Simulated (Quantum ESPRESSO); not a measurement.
## Au: equation of state with PBEsol

Au:

```
Au
1.0
     1.41131   -2.55593    0.00000
     1.41131    2.55593    0.00000
     0.00000    0.00000    4.89317
Au
2
Direct
  0.33467 0.66533 0.25000
  0.66533 0.33467 0.75000
```

This isn't the form of Au at room conditions, which is fcc.

```
Program             : Quantum ESPRESSO 7.5
Task                : equation of state
Functional          : PBEsol
Potentials or basis : GBRV 1.5 PBEsol
Cutoff              : 612 eV
Density cutoff      : 4898 eV
k mesh              : 11 × 11 × 6
Occupations         : fermi-dirac, width 0.05 eV
Spin                : no spin polarisation
```

- Equilibrium volume: 17.03 Å³/atom
- Bulk modulus at fixed shape and positions: 173 GPa
- Pressure derivative of the bulk modulus: 5.8

Energy against volume, from the lowest point:
```csv
volume (Å³/atom),energy (meV/atom)
16.592,6.25
16.945,0.00
17.298,1.96
17.651,11.05
18.004,26.31
18.357,46.92
18.710,72.14
```

All runs of the series together: 4.2 min on 2 threads of Arm Neoverse V1 (shared host).

Caveat: the cell was scaled at fixed shape and fractional positions, which overstates the stiffness of a crystal with free parameters, most of all of layers and chains. Spin-orbit coupling is left out, which matters for the levels of Au.
